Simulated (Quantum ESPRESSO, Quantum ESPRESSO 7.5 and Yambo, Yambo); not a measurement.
**AlAs (F-43m): G0W0 with Yambo, start to end**

How does a plane-wave GW calculation on AlAs (F-43m) run from the first input to the gap?

Calculated with Quantum ESPRESSO 7.5 and Yambo 5.3.0; PBE and many-body steps on it, plane waves.

**The experiments to reproduce.**

- Gap 3.018 eV: lowest direct gap at Gamma; earlier measurement quoted from literature, technique not stated; 300 K; bulk crystal (pure AlAs, literature value used as model input) (quoted in “Simultaneous Measurement of Mid-Infrared Refractive Indices in Thin-Film Heterostructures: Methodology and Results for GaAs/AlGaAs”, 2023, arxiv:2301.08293).

Most raw output is cut from this account.

**1. The structure**

Symmetry: F-43m, No. 216, cubic system. Conventional cell: a = 5.661 Å, b = 5.661 Å, c = 5.661 Å, α = 90.00°, β = 90.00°, γ = 90.00°. Nearest to Al lie 4 As at 2.45 Å. Nearest to As lie 4 Al at 2.45 Å. Farther neighbours are not listed.

As a file:

```cif
data_structure
_symmetry_space_group_name_H-M 'P 1'
_symmetry_Int_Tables_number 1
_cell_length_a 4.0028
_cell_length_b 4.0028
_cell_length_c 4.0028
_cell_angle_alpha 60.000
_cell_angle_beta 60.000
_cell_angle_gamma 60.000
_cell_volume 45.35
loop_
_atom_site_label
_atom_site_type_symbol
_atom_site_fract_x
_atom_site_fract_y
_atom_site_fract_z
_atom_site_occupancy
Al1 Al 0.00000 0.00000 0.00000 1
As2 As 0.25000 0.25000 0.25000 1
```

The cell and positions come from the Crystallography Open Database and are kept as given unless a step says otherwise.

**2. Ground state**

This step: Quantum ESPRESSO 7.5; DFT, PBE, plane waves, norm-conserving pseudopotentials.

The ground-state density comes first.

File pw.in:

```
&control
  calculation = 'scf'
  prefix = 'x'
  outdir = 'o'
  pseudo_dir = 'pseudo'
/
&system
  ibrav = 0
  nat = 2
  ntyp = 2
  ecutwfc = 100.0
  nbnd = 18
  force_symmorphic = .true.
/
&electrons
  conv_thr = 1e-10
  electron_maxstep = 80
  mixing_beta = 0.5
/
ATOMIC_SPECIES
  Al 26.982 Al.upf
  As 74.922 As.upf
CELL_PARAMETERS angstrom
  0.0000000000 2.8304000000 2.8304000000
  2.8304000000 0.0000000000 2.8304000000
  2.8304000000 2.8304000000 -0.0000000000
ATOMIC_POSITIONS crystal
  Al 0.0000000000 0.0000000000 0.0000000000
  As 0.2500000000 0.2500000000 0.2500000000
K_POINTS automatic
  6 6 6 0 0 0
```

Run with:

```
> OMP_NUM_THREADS=1 mpirun -n 4 pw.x -nk 4 -in pw.in > pw.out
```

The job ended after 6.8 s (4 MPI ranks of Arm Neoverse V2, shared host; peak memory 0.29 GiB; 27 s of CPU time).

Numbers from this step:

| Property | Result |
| --- | --- |
| total energy | -8370.4302 eV |
| gap | 1.438 eV |
| k of the valence top | 0, 0, 0 |
| k of the conduction bottom | 0, -0.5, -0.5 |
| least direct gap | 2.050 eV |

The gap is indirect, with the least direct gap 0.61 eV higher.

**3. Bands along the symmetry lines**

Levels along a band path, at the cheap level, show where the edges lie and whether the meshes to come will hold them.

File pw.in:

```
&control
  calculation = 'bands'
  prefix = 'x'
  outdir = 'o'
  pseudo_dir = 'pseudo'
/
&system
  ibrav = 0
  nat = 2
  ntyp = 2
  ecutwfc = 100.0
  nbnd = 19
  force_symmorphic = .true.
/
&electrons
  conv_thr = 1e-9
  electron_maxstep = 80
  diago_full_acc = .true.
  diago_thr_init = 5e-6
/
ATOMIC_SPECIES
  Al 26.982 Al.upf
  As 74.922 As.upf
CELL_PARAMETERS angstrom
  0.0000000000 2.8304000000 2.8304000000
  2.8304000000 0.0000000000 2.8304000000
  2.8304000000 2.8304000000 -0.0000000000
ATOMIC_POSITIONS crystal
  Al 0.0000000000 0.0000000000 0.0000000000
  As 0.2500000000 0.2500000000 0.2500000000
K_POINTS crystal
  50
  0.00000000 0.00000000 0.00000000 1
  -0.06250000 -0.06250000 0.00000000 1
  -0.12500000 -0.12500000 0.00000000 1
  -0.18750000 -0.18750000 0.00000000 1
  -0.25000000 -0.25000000 0.00000000 1
  -0.31250000 -0.31250000 0.00000000 1
  -0.37500000 -0.37500000 0.00000000 1
  -0.43750000 -0.43750000 0.00000000 1
  -0.50000000 -0.50000000 0.00000000 1
  -0.48437500 -0.48437500 0.03125000 1
  -0.46875000 -0.46875000 0.06250000 1
  -0.45312500 -0.45312500 0.09375000 1
  -0.43750000 -0.43750000 0.12500000 1
  -0.42187500 -0.42187500 0.15625000 1
  -0.40625000 -0.40625000 0.18750000 1
  -0.39062500 -0.39062500 0.21875000 1
  -0.37500000 -0.37500000 0.25000000 1
  -0.37500000 0.00000000 0.37500000 1
  -0.32812500 0.00000000 0.32812500 1
  -0.28125000 0.00000000 0.28125000 1
  -0.23437500 0.00000000 0.23437500 1
  -0.18750000 0.00000000 0.18750000 1
  -0.14062500 0.00000000 0.14062500 1
  -0.09375000 0.00000000 0.09375000 1
  -0.04687500 0.00000000 0.04687500 1
  0.00000000 0.00000000 0.00000000 1
  0.00000000 0.00000000 0.06250000 1
  0.00000000 0.00000000 0.12500000 1
  0.00000000 0.00000000 0.18750000 1
  0.00000000 0.00000000 0.25000000 1
  0.00000000 0.00000000 0.31250000 1
  0.00000000 0.00000000 0.37500000 1
  0.00000000 0.00000000 0.43750000 1
  -0.00000000 -0.00000000 0.50000000 1
  -0.06250000 -0.03125000 0.46875000 1
  -0.12500000 -0.06250000 0.43750000 1
  -0.18750000 -0.09375000 0.40625000 1
  -0.25000000 -0.12500000 0.37500000 1
  -0.31250000 -0.15625000 0.34375000 1
  -0.37500000 -0.18750000 0.31250000 1
  -0.43750000 -0.21875000 0.28125000 1
  -0.50000000 -0.25000000 0.25000000 1
  -0.50000000 -0.28125000 0.21875000 1
  -0.50000000 -0.31250000 0.18750000 1
  -0.50000000 -0.34375000 0.15625000 1
  -0.50000000 -0.37500000 0.12500000 1
  -0.50000000 -0.40625000 0.09375000 1
  -0.50000000 -0.43750000 0.06250000 1
  -0.50000000 -0.46875000 0.03125000 1
  -0.50000000 -0.50000000 0.00000000 1
```

Run time: 5.7 s. Hardware: 4 MPI ranks; peak memory 0.25 GiB.

Numbers from this step:

```yaml
gap: 1.438 eV
k_of_the_valence_top: 0, 0, 0
k_of_the_conduction_bottom: -0.5, -0.5, 0
least_direct_gap: 2.050 eV
```

The gap is 1.438 eV, as in the run before at this level.

Electronic bands along the path, in eV, zero at the top of the highest filled band:

| point | band 10 | band 11 | band 12 | band 13 | band 14 | band 15 | band 16 | band 17 |
| --- | --- | --- | --- | --- | --- | --- | --- | --- |
| Γ | -11.87 | 0.00 | 0.00 | 0.00 | 2.05 | 4.29 | 4.29 | 4.29 |
| halfway | -11.09 | -3.21 | -1.34 | -1.34 | 2.59 | 3.78 | 6.84 | 6.84 |
| X | -9.90 | -5.43 | -2.17 | -2.17 | 1.44 | 2.30 | 10.32 | 10.32 |
| halfway | -9.90 | -5.35 | -2.71 | -2.08 | 1.80 | 3.03 | 9.53 | 9.58 |
| U | -9.93 | -5.17 | -3.41 | -1.80 | 2.24 | 4.98 | 8.18 | 8.33 |
| jump to K | -9.93 | -5.17 | -3.41 | -1.80 | 2.24 | 4.98 | 8.18 | 8.33 |
| halfway | -11.03 | -3.68 | -2.00 | -0.46 | 3.71 | 4.97 | 5.18 | 5.93 |
| Γ | -11.87 | 0.00 | 0.00 | 0.00 | 2.05 | 4.29 | 4.29 | 4.29 |
| halfway | -11.29 | -3.38 | -0.48 | -0.48 | 2.62 | 4.92 | 4.92 | 6.46 |
| L | -10.45 | -5.57 | -0.82 | -0.82 | 2.14 | 4.69 | 4.69 | 7.76 |
| halfway | -10.19 | -5.26 | -2.69 | -1.54 | 3.67 | 4.25 | 6.68 | 7.66 |
| W | -9.87 | -5.08 | -3.18 | -2.82 | 4.33 | 5.65 | 5.71 | 6.07 |
| halfway | -9.89 | -5.28 | -2.69 | -2.54 | 2.50 | 3.41 | 8.13 | 8.86 |
| X | -9.90 | -5.43 | -2.17 | -2.17 | 1.44 | 2.30 | 10.32 | 10.32 |

**4. Empty states on the mesh, 4×4×4 mesh, 202 bands**

The sums over transitions need many empty states on a uniform mesh; this step solves for them.

File pw.in:

```
&control
  calculation = 'nscf'
  prefix = 'x'
  outdir = 'o'
  pseudo_dir = 'pseudo'
/
&system
  ibrav = 0
  nat = 2
  ntyp = 2
  ecutwfc = 100.0
  nbnd = 202
  force_symmorphic = .true.
/
&electrons
  conv_thr = 1e-9
  electron_maxstep = 80
  diago_full_acc = .true.
  diago_thr_init = 5e-6
/
ATOMIC_SPECIES
  Al 26.982 Al.upf
  As 74.922 As.upf
CELL_PARAMETERS angstrom
  0.0000000000 2.8304000000 2.8304000000
  2.8304000000 0.0000000000 2.8304000000
  2.8304000000 2.8304000000 -0.0000000000
ATOMIC_POSITIONS crystal
  Al 0.0000000000 0.0000000000 0.0000000000
  As 0.2500000000 0.2500000000 0.2500000000
K_POINTS automatic
  4 4 4 0 0 0
```

It took 18 s on 4 MPI ranks; peak memory 0.56 GiB; 73 s of CPU time.

This step gave:

```
gap                                                           : 1.438 eV
k of the valence top                                          : 0, 0, 0
k of the conduction bottom                                    : 0, -0.5, -0.5
least direct gap                                              : 2.050 eV
k points computed                                             : 8
lowest point of the top converged band, above the valence top : 137.5278 eV
```

On this mesh the gap is 1.438 eV.

**5. Conversion and set-up**

This step: Yambo 5.3.0; conversion and set-up on PBE, plane waves, norm-conserving pseudopotentials.

The states are converted to the many-body program's format and the q mesh is built.

Run with:

```
> (cd o/x.save; p2y > p2y.log; mv SAVE ../..); yambo > setup.log
```

It took 2.6 s on 1 MPI rank; peak memory 0.25 GiB.

**6. Screening and self-energy, 4×4×4 mesh, 202 bands, screening to 210.9 eV**

Now the one-shot GW correction: screening in the RPA, then the self-energy of the levels asked for.

This step: G0W0 on PBE, plane waves, norm-conserving pseudopotentials.

File gw1.in:

```
HF_and_locXC
gw0
dyson
ppa
em1d
rim_cut
RandQpts= 1000000
RandGvec= 1 RL
EXXRLvcs= 100 Ry
VXCRLvcs= 400 Ry
Chimod= "HARTREE"
% BndsRnXp
 1 | 202 |
%
NGsBlkXp= 15.5 Ry
% LongDrXp
 1 | 1 | 1 |
%
% GbndRnge
 1 | 202 |
%
DysSolver= "n"
ExtendOut
PPAPntXp= 27.21138 eV
% QPkrange
 1 | 8 | 11 | 17 |
%
```

Run with:

```
> OMP_NUM_THREADS=1 mpirun -n 4 yambo -F gw1.in -J gw1 -C gw1 > gw1.log
```

The job ended after 12 min (4 MPI ranks; peak memory 2 GiB; 47 min of CPU time).

Numbers from this step:

* G0W0 gap on the mesh: 2.033 eV
* starting gap on the mesh: 1.438 eV
* k of the valence top: 0, 0, 0
* k of the conduction bottom: 0, -0.5, -0.5
* least direct G0W0 gap on the computed points: 2.842 eV
* Z at the valence top: 0.7873
* Z at the conduction bottom: 0.8043

The gap on the mesh goes from 1.44 eV to 2.03 eV, a correction of +0.59 eV.

Limits: finite bands, cutoff and mesh; no spin-orbit coupling; coarse k mesh. v1 is the top filled band, c1 the lowest empty one. The levels before and after the correction (eV, zero at the valence-band top of each column):

|  | conduction bottom | valence top |
| --- | --- | --- |
| Kohn-Sham | 1.44 | 0.00 |
| G0W0 | 2.03 | 0.00 |

|  | level | energy (eV) |
| --- | --- | --- |
| Kohn-Sham | Γ v3-v1 | 0.000 |
| Kohn-Sham | Γ c1 | 2.050 |
| Kohn-Sham | Γ c2-c4 | 4.292 |
| Kohn-Sham | (0 -0.5 -0.5) v3 | -5.426 |
| Kohn-Sham | (0 -0.5 -0.5) v2-v1 | -2.173 |
| Kohn-Sham | (0 -0.5 -0.5) c1 | 1.438 |
| Kohn-Sham | (0 -0.5 -0.5) c2 | 2.301 |
| Kohn-Sham | (0 -0.5 -0.5) c3-c4 | 10.325 |
| G0W0 | Γ v3-v1 | 0.000 |
| G0W0 | Γ c1 | 2.842 |
| G0W0 | Γ c2-c4 | 5.033 |
| G0W0 | (0 -0.5 -0.5) v3 | -5.662 |
| G0W0 | (0 -0.5 -0.5) v2-v1 | -2.343 |
| G0W0 | (0 -0.5 -0.5) c1 | 2.033 |
| G0W0 | (0 -0.5 -0.5) c2 | 3.014 |
| G0W0 | (0 -0.5 -0.5) c3-c4 | 11.051 |

**7. Where the time went**

Times are wall times on the hardware named with each run, good to a factor of about two.

| step | time | share | memory (GiB) |
| --- | --- | --- | --- |
| ground state | 6.8 s | 1 % | 0.29 |
| bands along the symmetry lines | 5.7 s | 1 % | 0.25 |
| empty states on the mesh | 18 s | 2 % | 0.56 |
| conversion and set-up | 2.6 s | 0 % | 0.25 |
| screening and self-energy | 12 min | 96 % | 2 |

**8. Results**

| Quantity | Value |
| --- | --- |
| PBE gap | 1.44 eV, indirect |
| G0W0 gap on the mesh | 2.03 eV |
| GW settings | 4×4×4 mesh, 202 bands, screening to 210.9 eV, Godby-Needs plasmon pole |
| known limits | not at the basis limit; no spin-orbit coupling; coarse k mesh |

**Reading.** G0W0 moves the gap on the mesh from 1.44 eV to 2.03 eV (+0.59 eV), with Z of 0.79 and 0.80 at the edges. The dearest step here is «screening and self-energy». Against experiment, by G0W0@PBE: the direct gap of 2.84 eV lies −0.18 eV from the measured 3.018 eV (direct, 300 K, quoted 2023). An exciton line or allowed optical edge lies below the quasiparticle gap by the binding energy; a forbidden edge can push the onset above it. The calculation has static nuclei and no excitons; a measured gap holds zero-point and thermal motion, which mostly lowers it. Bands and cutoff are finite, so the gap is not at the basis limit. The miss can reach some tenths of an eV and take either sign; the mesh is an error of its own. The 4×4×4 mesh is coarse for this cell, which bears on the long-range parts of exchange and screening. The many-body steps are scalar-relativistic: spin-orbit coupling is not in them.

[Paths, hosts, dates, memory and timing lines, banners, echoed tables and standing remarks are left out of the program output.]

[Logs are printed without paths, hosts, clocks, repeated set-up lines and the standing remarks that a program may print on its own settings, such as how far it seeks lower states.]

[Runs of the session that timed out or met a known fault of the program may be left out.]

[Hosts, paths, dates, database ids (printed as entryN), source tags and the programs' standing remarks are cut or masked in the printed files.]
